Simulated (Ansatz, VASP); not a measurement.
One calculation of H, two programs

```
CELL_PARAMETERS angstrom
1.60732 -2.66340 0.00000
1.60732 2.66340 0.00000
0.00000 0.00000 6.62946
ATOMIC_POSITIONS crystal
H 0.56781 0.43219 0.99951
H 0.43219 0.56781 0.00049
H 0.43219 0.56781 0.49951
H 0.56781 0.43219 0.50049
```

Change from the starting cell: strain -0.025 along x and y, +0.050 along z, atoms carried along.

Alike in both runs: task single point; functional LDA; k mesh 8 × 8 × 4; occupations gaussian, width 0.05 eV; no spin polarisation.

|  | VASP | Ansatz |
| --- | --- | --- |
| version | VASP 6.6.1 | Ansatz 0.2.0 |
| potentials or method | VASP PAW LDA potentials, release 64 (H) | scalar-relativistic, plane waves, PAW |
| plane-wave cutoff (eV) | 520 | 420 |
| valence electrons in the cell | 4 | 4 |

|  | VASP | Ansatz | Ansatz less VASP |
| --- | --- | --- | --- |
| gap on the k mesh at the Fermi level (eV) | 8.12 | 8.13 | +0.005 |
| least direct gap on the mesh (eV) | 8.14 | 8.14 | +0.006 |
| pressure (GPa) | 1.7 | 1.9 | +0.16 |
| largest component of the traceless stress (GPa) | 4.50 | 4.51 | +0.008 |
| rms of the force components (eV/Å) | 0.995 | 0.991 | -0.0036 |

Atom by atom the forces differ by 0.004 eV/Å (rms over components).

Caveats: forces of over 1 eV/Å show positions far from the minimum, so gaps and moduli don't describe the material at rest. A k mesh can miss the band edges.
